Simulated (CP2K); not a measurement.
## HfO2 in CP2K: the effect of functional

Crystal: HfO2.

```
CELL_PARAMETERS angstrom
5.11800 0.00000 0.00000
0.00000 5.18570 0.00000
-0.85866 0.00000 5.21387
ATOMIC_POSITIONS crystal
Hf 0.27550 0.46030 0.70800
Hf 0.72450 0.96030 0.79200
Hf 0.72450 0.53970 0.29200
Hf 0.27550 0.03970 0.20800
O 0.07420 0.16840 0.84670
O 0.92580 0.66840 0.65330
O 0.92580 0.83160 0.15330
O 0.07420 0.33160 0.34670
O 0.44870 0.74190 0.98010
O 0.55130 0.24190 0.51990
O 0.55130 0.25810 0.01990
O 0.44870 0.75810 0.48010
```

Alike in all runs:

| Item | Value |
| --- | --- |
| Program | CP2K 2026.2 |
| Task | atomic charges |
| Potentials or basis | POTENTIAL_UZH Hf GTH-PBE-q12, O GTH-PBE-q6; DZVP-MOLOPT-PBE-GTH basis |
| Density cutoff | 11565 eV |
| k mesh | 4 × 4 × 4 |
| Occupations | fermi-dirac, width 0.05 eV |
| Spin | no spin polarisation |

```tsv
functional	gap on the mesh (eV)	pressure (GPa)	largest force (eV/Å)
LDA	3.96	-9.2	0.39
PBEsol	?	?	?
OLYP	4.29	-0.9	0.38
revPBE	4.18	2.7	0.40
rev-vdW-DF2	4.10	-2.1	0.41
SCAN	4.68	-3.5	0.33
```

Problem. What does the run with functional PBEsol give?

Solution. gap on the mesh 4.03 eV; pressure -5.6 GPa; largest force 0.38 eV/Å.

Caveats: the potentials were made for another functional, which shifts forces and pressure; spin-orbit coupling is left out, which moves the levels of the heavy elements; the basis of atomic orbitals isn't converged, which shifts pressures, moduli and gaps.

A k mesh can miss the band edges.

Runs at the PBE level aren't shown here.
